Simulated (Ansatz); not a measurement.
Structure types of Fe at a series of pressures

All-electron LAPW in Ansatz 0.2.0 under PBE, scalar-relativistic, energies extrapolated to zero smearing, no spin–orbit coupling; the runs start ferromagnetic, and antiferromagnetic order wasn't tried. At each pressure a set of structure types was relaxed with symmetry kept. The table gives H = E + pV above the lowest type of that row in meV/atom (up to 5 of noise); a dash means not tried or turned into another type. Real phases may be missing from the set: fcc wasn't tried throughout, and may lie lower. k spacings are near 0.17 to 0.21 Å⁻¹, smearing 0.05 to 0.1 eV. Moments of the leading type: 2.18, 2.18, 0.00, 0.00, 0.00, 0.00, 0.00, 0.00 μB/atom.

**Question.** Among hcp, bcc, sc, diamond, beta tin, dhcp, which leads at -1.9, -1.8, 19, 74, 140, 320, 700, 1200 GPa?

**Answer.** bcc at -1.9 GPa; bcc at -1.8 GPa; hcp at 19 GPa; hcp at 74 GPa; hcp at 140 GPa; hcp at 320 GPa; hcp at 700 GPa; hcp at 1200 GPa.

| p (GPa) | V of the lowest (Å³/atom) | hcp | bcc | sc | diamond | beta tin | dhcp |
| --- | --- | --- | --- | --- | --- | --- | --- |
| -1.9 | 11.47 | 97 | 0 | 747 | 1243 | – | – |
| -1.8 | 11.46 | 96 | 0 | 748 | 1245 | – | – |
| 19 | 9.63 | 0 | 34 | – | 1651 | 683 | 58 |
| 74 | 8.58 | 0 | 254 | 1515 | – | 1066 | 72 |
| 140 | 7.82 | 0 | 411 | 1792 | 3575 | – | 84 |
| 320 | 6.66 | 0 | 644 | 2293 | – | 1739 | – |
| 700 | 5.50 | 0 | 814 | – | 8298 | 2283 | – |
| 1200 | 4.71 | 0 | 941 | 3515 | – | – | – |
